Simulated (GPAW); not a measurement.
Ir:

```xyz
1
Lattice="0.0000 1.9156 1.9156 1.9156 0.0000 1.9156 1.9156 1.9156 0.0000" Properties=species:S:1:pos:R:3 pbc="T T T"
Ir    0.0000    0.0000    0.0000
```

- Program: GPAW 26.7.0
- Task: relaxation of cell and atoms
- Functional: PBEsol
- Dispersion: D3(BJ)
- Potentials or basis: PAW data sets generated in the run's folder for this functional
- Cutoff: 600 eV
- Basis: pw
- k mesh: 12 × 12 × 12
- Occupations: fermi-dirac, width 0.05 eV
- Spin: no spin polarisation

At the start: pressure -10.2 GPa; volume 14.06 Å³/atom.

How do energy, volume and symmetry change on relaxing?

Over 3 steps the energy falls by 11.7 meV/atom and the volume is 13.70 Å³/atom (-2.6 %); space group Fm-3m (No. 225, to 0.05 Å).

The path:
| step | energy change (eV) | largest force (eV/Å) | pressure (GPa) | volume (Å³) |
| --- | --- | --- | --- | --- |
| 1 | 0.0000 | 0.0000 | -10.23 | 14.06 |
| 2 | -0.0090 | 0.0000 | 5.15 | 13.53 |
| 3 | -0.0117 | 0.0000 | -0.20 | 13.70 |

Final structure:
```cif
data_structure
_symmetry_space_group_name_H-M 'P 1'
_symmetry_Int_Tables_number 1
_cell_length_a 2.6858
_cell_length_b 2.6858
_cell_length_c 2.6858
_cell_angle_alpha 60.000
_cell_angle_beta 60.000
_cell_angle_gamma 60.000
_cell_volume 13.70
loop_
_atom_site_label
_atom_site_type_symbol
_atom_site_fract_x
_atom_site_fract_y
_atom_site_fract_z
_atom_site_occupancy
Ir1 Ir 0.00000 0.00000 0.00000 1
```

Caveat: later steps reuse the first step's grids; pairwise dispersion overbinds metals, which lowers pressure and volume.
